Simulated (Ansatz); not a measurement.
# From the elastic tensor of Al3Cu at 8 GPa (stress–strain coefficients) to moduli and sound speeds

These are results of DFT PBEsol, scalar-relativistic, plane waves, PAW (Ansatz), not measurements. Plane waves to 420 eV; Γ-centred k mesh 16×16×6; Fermi-Dirac smearing of 0.15 eV. No spin polarisation.

It takes space group P4/mmm (No. 123, tetragonal). Conventional cell: a = 2.723 Å, b = 2.723 Å, c = 7.396 Å, α = 90.00°, β = 90.00°, γ = 90.00°. Al (site symmetry 4/mmm) has 12 Al at 2.72 to 2.80 Å as nearest neighbours. Around Al (site symmetry 4mm) lie 4 Cu at 2.54 Å and 8 Al at 2.72 to 2.80 Å. Around Cu (site symmetry 4/mmm) lie 8 Al at 2.54 Å and 4 Cu at 2.72 Å.

In a metal, frequencies and elastic constants depend on the k mesh and the smearing, soft modes and shear constants most. Other phases may be more stable at this pressure.

Relaxed-ion constants (GPa, on the Cartesian axes of the calculation):
C11 = 195.0, C12 = 119.6, C13 = 88.3, C22 = 195.0, C23 = 88.3, C33 = 224.4, C44 = 64.8, C55 = 64.8, C66 = 47.3 GPa; the others vanish.

Density 4.375 g/cm³; 4 atoms in 54.84 Å³.

The values that follow are for a polycrystal of randomly turned grains, by Hill's mean where one number stands.

With S = C⁻¹: B_V = (C11+C22+C33+2(C12+C13+C23))/9, G_V = (C11+C22+C33−C12−C13−C23+3(C44+C55+C66))/15, 1/B_R = S11+S22+S33+2(S12+S13+S23), 15/G_R = 4(S11+S22+S33−S12−S13−S23)+3(S44+S55+S66); Hill is their mean. Then v_l = √((B+4G/3)/ρ), v_t = √(G/ρ), v_m = [(2/v_t³+1/v_l³)/3]^(−1/3) and Θ = (ħ/k_B)·v_m·(6π²n/V)^(1/3) for n atoms in the volume V; E = 9BG/(3B+G), ν = (3B−2G)/(2(3B+G)) and A^U = 5G_V/G_R + B_V/B_R − 6.

- Bulk modulus, Voigt / Reuss / Hill: 134.1 / 134.1 / 134.1 GPa
- Shear modulus, Voigt / Reuss / Hill: 56.6 / 53.7 / 55.2 GPa
- Young's modulus: 146 GPa
- Poisson ratio: 0.319
- Pugh ratio B/G: 2.43
- Universal anisotropy index: 0.27
- Longitudinal and transverse sound speeds: 6889 and 3551 m/s
- Debye temperature from the mean sound speed: 495 K

Whether Al3Cu exists in this form wasn't checked.

Cost: 1 run of about 8.5 core-minutes, on Arm Neoverse V2 (shared hosts).

The lattice is stiffer along c than along a (C33 = 224.4 against C11 = 195.0 GPa), yet it compresses almost equally along both under hydrostatic load, since the larger C12 offsets the smaller C11. The anisotropy therefore lies in shear, and the softest mode is the in-plane one governed by C11 − C12, below both C66 and C44. The structure is a layered ordering on a distorted fcc lattice, with a along a close-packed row. In ordinary fcc metals that direction is the stiffer one, so the reversal here probably reflects the short Al–Cu contacts at 2.54 Å, which link the layers and resist both compression along c and sliding between planes. C12 exceeds C66, and C13 exceeds C44, by more than the pressure alone would give with central forces, as expected for bonding dominated by delocalised electrons. The constants meet the elastic stability conditions for homogeneous strain at 8 GPa, but this doesn't exclude a phonon instability at finite wavevector.
